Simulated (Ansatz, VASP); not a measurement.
Given: the input of a run of VASP 6.6.1 on C. 

Contents of INCAR:

```
SYSTEM = C
PREC     = Accurate       ! precision mode
ENCUT    = 520            ! plane-wave cutoff, eV
EDIFF    = 1E-6           ! SCF threshold, eV
ISMEAR   = 0              ! smearing method
SIGMA    = 0.03           ! smearing width, eV
LREAL    = .False.        ! projectors in reciprocal space
LASPH    = .True.         ! aspherical terms in the spheres
NELM     = 80             ! most SCF steps
ALGO     = Normal         ! electronic algorithm
ISIF     = 2              ! what is computed and relaxed
LWAVE    = .False.        ! write WAVECAR
LCHARG   = .False.        ! write CHGCAR
GGA      = PE             ! functional
```

KPOINTS

```
Automatic mesh
0
Gamma
  13 13 13
  0 0 0
```

POSCAR

```
C
1.0
    0.0000000000      1.7833700000      1.7833700000
    1.7833700000      0.0000000000      1.7833700000
    1.7833700000      1.7833700000      0.0000000000
C
2
Direct
    0.7500000000      0.7500000000      0.7500000000
    0.5000000000      0.5000000000      0.5000000000
```

Potentials or basis: VASP PAW PBE potentials, release 64 (C).

Run with:

```console
$ cat potpaw_PBE.64/C/POTCAR > POTCAR
$ mpirun -np 1 vasp_std > vasp.out
```

Q: What does the same run look like in Ansatz 0.2.0? Potentials or basis there: Ansatz PAW, cutoff 420 eV.

A: As run (cutoffs and basis follow the program's own potentials, and thresholds, step limits or extra output files can differ):

Contents of input.yaml:

```yaml
crystal:
  lattice:
    - [0.0, 1.78337, 1.78337]
    - [1.78337, 0.0, 1.78337]
    - [1.78337, 1.78337, 0.0]
  atoms:
    - { symbol: C, position: [0.75, 0.75, 0.75] }
    - { symbol: C, position: [0.5, 0.5, 0.5] }
hamiltonian:
  xc: pbe
  pseudopotentials: { kind: paw }
kpoints:
  mp_grid: { grid: [13, 13, 13] }
scf:
  occupations: { method: gaussian, width: 0.03 }
output:
  forces: true
  stress: true
  eigenvalues: true
  write_density: true
  write_potential: true
  elf: true
  volumetric_format: npy
```

Potentials or basis: Ansatz PAW.

Launch:

```bash
$ ansatz run input.yaml --threads 2 --pin off --max-ram 5632MiB --backend cpu --events-out ev --progress --plain --runs-dir out
```

Both were run:

|  | VASP | Ansatz |
| --- | --- | --- |
| Pressure | 2.5 GPa | 1.8 GPa |

Ansatz's pressure holds a Pulay term of +1.04 GPa for its cutoff of 420 eV, which the other run lacks.

Where Ansatz's input types no cutoff or centring, it takes its own default and a Γ-centred mesh.

Pressure is positive in compression.
